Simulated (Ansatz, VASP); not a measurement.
# BN in VASP and in Ansatz

```
B N
1.0
     2.50903    0.00000    0.00000
    -1.25451    2.17288    0.00000
     0.00000    0.00000    4.15013
B N
2 2
Direct
  0.66667 0.33333 0.00035
  0.33333 0.66667 0.50035
  0.66667 0.33333 0.37465
  0.33333 0.66667 0.87465
```

Alike in both runs: functional r2SCAN; k mesh 12 × 12 × 8; occupations fermi-dirac, width 0.02 eV; no spin polarisation.

Ansatz relaxed the structure, and its values are those at the end. VASP's run is a single point on that final structure, the one shown.

|  | VASP | Ansatz |
| --- | --- | --- |
| version | VASP 6.6.1 | Ansatz 0.2.0 |
| potentials or method | VASP PAW PBE potentials, release 64 (B, N) | PAW plane waves |
| plane-wave cutoff (eV) | 520 | 500 |
| valence electrons in the cell | 16 | 16 |

|  | VASP | Ansatz | Ansatz less VASP |
| --- | --- | --- | --- |
| gap on the k mesh at the Fermi level (eV) | 5.64 | 5.67 | +0.029 |
| pressure (GPa) | 18.8 | 17.1 | -1.65 |

The functional is the same, so the differences come from potentials, cutoffs and numerics. Ansatz warned: «stress_scf_threshold_loose».

Caveats: so large a pressure means that the cell lies far from this level's equilibrium, or that cutoff or potentials fall short (VASP); the potentials were made for another functional, which shifts forces and pressure (VASP). A k mesh can miss the band edges. r2SCAN opens gaps a little over a GGA but as a rule still falls short of measured ones.
